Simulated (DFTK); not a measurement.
# Si (Fd-3m) in DFTK: band structure with BJ06

Aim: the band structure of Si with BJ06.

Everything below comes from runs of DFTK 0.8.2. Logs are shortened: lines on timing, memory, paths and dates and some standing lists are left out, and cuts for length are marked.

### 1 The structure

It takes space group Fd-3m (No. 227, cubic). The conventional cell has a = 5.444 Å, b = 5.444 Å, c = 5.444 Å, α = 90.00°, β = 90.00°, γ = 90.00°. Si (site symmetry -43m) has 4 Si at 2.36 Å as nearest neighbours.

### 2 Band structure, BJ06

run.jl

```julia
using DFTK
using PseudoPotentialData
using Unitful, UnitfulAtomic
using LinearAlgebra, Printf
using AtomsBase
include("save.jl")
disable_threading()

cell = [[0.0, 2.7218511865, 2.7218511865],
        [2.7218511865, 0.0, 2.7218511865],
        [2.7218511865, 2.7218511865, 0.0]]u"Å"
system = periodic_system([:Si => [0.5, 0.5, 0.5],
                          :Si => [0.75, 0.75, 0.75]],
                         cell; fractional=true)
lattice   = austrip.(hcat(cell_vectors(system)...))
symbols   = atomic_symbol(system, :) .|> Symbol
positions = [lattice \ austrip.(position(system, i)) for i in 1:length(system)]
pseudopotentials = Dict(:Si => "Si.upf")
elements = Dict(s => ElementPsp(s, pseudopotentials; rcut=10.0) for s in unique(symbols))
atoms    = [elements[s] for s in symbols]

build_model(lattice, positions; symmetries=true) =
    model_DFT(lattice, atoms, positions;
              functionals=[:mgga_x_tb09, :lda_c_pw],
              temperature=austrip(0.05u"eV"),
              smearing=Smearing.FermiDirac(),
              symmetries)
Ecut  = 18.0  # hartree
kgrid = [8, 8, 8]
tol   = 1e-6
to_GPa = ustrip(uconvert(u"GPa", 1u"hartree/bohr^3"))

model = build_model(lattice, positions)
basis = PlaneWaveBasis(model; Ecut, kgrid)
display(basis)
scfres = self_consistent_field(basis;
                               tol,
                               nbandsalg=AdaptiveBands(model; n_bands_converge=9),
                               solver=ScfAndersonSolver())
display(scfres.energies)
@printf "Fermi level: %.6f eV\n" ustrip(auconvert(u"eV", something(scfres.εF, NaN)))
println("Levels at the first k-point (eV): ", round.(ustrip.(auconvert.(u"eV", scfres.eigenvalues[1][1:scfres.n_bands_converge])); digits=4))
save_scf!(scfres)

points = Dict("G" => [0.0, 0.0, 0.0], "K" => [0.375, 0.375, 0.75], "L" => [0.5, 0.5, 0.5], "U" => [0.625, 0.25, 0.625], "W" => [0.5, 0.25, 0.75], "X" => [0.5, 0.0, 0.5])
segments = [("G", "X", 7), ("X", "W", 4), ("W", "K", 3), ("K", "G", 7), ("G", "L", 6), ("L", "U", 4), ("U", "W", 3), ("W", "L", 5), ("L", "K", 4), ("U", "X", 3)]
kcoords = vcat([[points[a] + t * (points[b] - points[a]) for t in range(0, 1, n)] for (a, b, n) in segments]...)
bands = compute_bands(scfres, ExplicitKpoints(kcoords); n_bands=11, tol=1e-5)
for (k, ε) in zip(bands.basis.kpoints, bands.eigenvalues)
    @printf "%d %8.4f %8.4f %8.4f " k.spin k.coordinate...
    println(join([@sprintf("%9.4f", e) for e in ustrip.(auconvert.(u"eV", ε .- scfres.εF))]))
end
results["band_energies"] = rows(bands.eigenvalues); results["band_kpoints"] = rows(kcoords)
```

Potentials or basis: in-house norm-conserving set (r2SCAN, scalar relativistic).

The run is started by

```
$ julia --threads=1 run.jl  # save.jl only writes the numbers to a file and isn't shown; printed stress counts tension as positive; times include loading and compiling
```

Standard output:

```text
[... set-up lines left out ...]
n     Energy            log10(ΔE)   log10(Δρ)   log10(Δτ)   Diag   Δtime
---   ---------------   ---------   ---------   ---------   ----   ------
  1   -5.827504312368                   -0.82       -0.80    4.6    2.09s
  2   -5.836814843948       -2.03       -1.24       -1.24    1.1    998ms
  3   -5.833263888138   +   -2.45       -1.68       -2.39    2.5    1.01s
  4   -5.834282159362       -2.99       -2.91       -2.70    1.0    1.39s
  5   -5.833640527754   +   -3.19       -2.77       -3.46    3.4    948ms
  6   -5.833571741253   +   -4.16       -3.66       -4.07    1.0    1.39s
  7   -5.833577796348       -5.22       -4.19       -4.98    2.4    837ms
  8   -5.833571441470   +   -5.20       -5.24       -5.20    2.0    780ms
  9   -5.833572630567       -5.92       -5.49       -5.93    3.4    1.70s
 10   -5.833572394011   +   -6.63       -6.25       -7.12    1.1    699ms
Energy breakdown (in Ha):
    Kinetic             3.0164671
    AtomicLocal         -1.5199060
    AtomicNonlocal      0.9323473
    Ewald               -8.3783295
    PspCorrection       0.1759018
    Hartree             0.4387779
    Xc                  -0.4988279
    Entropy             -0.0000031

    total               -5.833572394011
Fermi level: 6.584328 eV
Levels at the first k-point (eV): [-5.5546, 6.3594, 6.3594, 6.3595, 9.0637, 9.0637, 9.0638, 12.2201, 13.5279]
1   0.0000   0.0000   0.0000  -12.1389  -0.2249  -0.2249  -0.2248   2.4794   2.4794   2.4794   5.6358   6.9436   6.9436   7.8225
1   0.0833   0.0000   0.0833  -12.0123  -0.7250  -0.6735  -0.6734   2.1744   3.0905   3.0905   5.7276   6.5067   7.0804   8.3761
1   0.1667   0.0000   0.1667  -11.6341  -1.8859  -1.4681  -1.4680   1.5308   4.1806   4.3613   4.3613   7.4907   7.8442   9.7558
1   0.2500   0.0000   0.2500  -11.0097  -3.3162  -2.1920  -2.1920   0.8957   2.6520   5.8486   5.8487   8.1740   9.7106  11.5718
1   0.3333   0.0000   0.3333  -10.1486  -4.8431  -2.7390  -2.7389   0.4337   1.4798   7.4234   7.4235   9.1295  11.6811  13.5073
1   0.4167   0.0000   0.4167   -9.0671  -6.3628  -3.0754  -3.0753   0.2189   0.7033   9.0422   9.0422  10.3559  12.5972  12.5973
[... 38 lines left out ...]
1   0.5625   0.1250   0.5625   -7.8349  -7.6421  -3.9539  -3.0734   0.4308   1.4954   9.2211   9.4880   9.5248  10.5525  13.0040
1   0.5000   0.0000   0.5000   -7.7915  -7.7914  -3.1886  -3.1886   0.2960   0.2960  10.3596  10.3596  11.2692  11.2693  11.8514
```

It took 28 s on 1 thread of Intel Xeon Platinum 8488C (Sapphire Rapids), shared host; peak memory 1.4 GiB.

Results:

* Band gap on the k mesh: 0.52 eV, indirect (least direct gap 2.70 eV)
* Band gap along the path: 0.44 eV, indirect (least direct gap 2.70 eV)

Levels at the corners of the path, in eV from the valence-band top:
```tsv
point	band 1	band 2	band 3	band 4	band 5	band 6	band 7	band 8
Γ	-11.91	0.00	0.00	0.00	2.70	2.70	2.70	5.86
X	-7.57	-7.57	-2.96	-2.96	0.52	0.52	10.58	10.58
W	-7.34	-7.34	-4.11	-4.11	3.98	3.98	5.41	5.41
K	-7.93	-6.97	-4.59	-2.51	1.05	4.01	7.89	7.95
Γ	-11.91	0.00	0.00	0.00	2.70	2.70	2.70	5.86
L	-9.39	-7.03	-1.18	-1.18	2.34	3.14	3.14	7.37
U	-7.93	-6.97	-4.59	-2.51	1.05	4.01	7.89	7.95
W	-7.34	-7.34	-4.11	-4.11	3.98	3.98	5.41	5.41
L	-9.39	-7.03	-1.18	-1.18	2.34	3.14	3.14	7.37
K	-7.93	-6.97	-4.59	-2.51	1.05	4.01	7.89	7.95
U	-7.93	-6.97	-4.59	-2.51	1.05	4.01	7.89	7.95
X	-7.57	-7.57	-2.96	-2.96	0.52	0.52	10.58	10.58
```

Caveat: the program leaves the constant c of mgga_x_tb09 at 1, so the potential is Becke-Johnson's (BJ06) and not Tran and Blaha's, with levels but no total energy; the program warned that the kinetic-energy density falls under its von Weizsäcker bound, which can give unphysical results; the potentials were made for another functional, which shifts forces and pressure.
